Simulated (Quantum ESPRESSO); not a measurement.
Set up this calculation in Quantum ESPRESSO 7.5, as the native input.

```
Task                : single point
Functional          : PBE
Potentials or basis : SSSP 1.3 efficiency PBE
Cutoff              : 816 eV
Density cutoff      : 6531 eV
k mesh              : 7 × 7 × 7
Occupations         : fermi-dirac, width 0.05 eV
Spin                : no spin polarisation
Mixing beta         : 0.5
Most SCF iterations : 120
SCF threshold       : 4e-10 Ry
```

SnTe:

```
CELL_PARAMETERS angstrom
0.00000 3.61115 3.61115
3.61115 0.00000 3.61115
3.61115 3.61115 0.00000
ATOMIC_POSITIONS crystal
Te 0.25000 0.25000 0.25000
Sn 0.00000 0.00000 0.00000
```

Measurements of this composition are mostly on another form, of space group No. 225.

These files were run (other wordings do the same):

pw.in

```
&CONTROL
  calculation = 'scf'
  prefix = 'pwscf'
  outdir = './tmp'
  pseudo_dir = './pseudo'
  tprnfor = .true.
  tstress = .true.
  disk_io = 'nowf'
/
&SYSTEM
  ibrav = 0
  nat = 2
  ntyp = 2
  ecutwfc = 60
  ecutrho = 480
  nbnd = 16
  occupations = 'smearing'
  smearing = 'fd'
  degauss = 0.00367493
/
&ELECTRONS
  conv_thr = 4d-10
  electron_maxstep = 120
  mixing_beta = 0.5
/
ATOMIC_SPECIES
Te   127.6000 Te_pbe_v1.uspp.F.UPF
Sn   118.7100 Sn_pbe_v1.uspp.F.UPF
CELL_PARAMETERS angstrom
   0.0000000000    3.6111460000    3.6111460000
   3.6111460000    0.0000000000    3.6111460000
   3.6111460000    3.6111460000    0.0000000000
ATOMIC_POSITIONS crystal
Te     0.2500000000    0.2500000000    0.2500000000
Sn     0.0000000000    0.0000000000    0.0000000000
K_POINTS automatic
7 7 7 0 0 0
```

Potentials or basis: SSSP 1.3 efficiency PBE.

Launch:

```bash
$ OMP_NUM_THREADS=1 pw.x -in pw.in > pw.out
```

Results of the run:

```json
{
 "Pressure": "-0.1 GPa",
 "Band gap on the k mesh": "0.33 eV, indirect (least direct gap 0.82 eV)"
}
```

Caveat: spin-orbit coupling is left out, which moves the levels of the heavy elements; an odd mesh through Γ misses points on the zone boundary, where band edges often lie.

It took 40 s on 1 thread of Arm Neoverse V2, with other jobs on the host, peak memory 0.45 GiB.
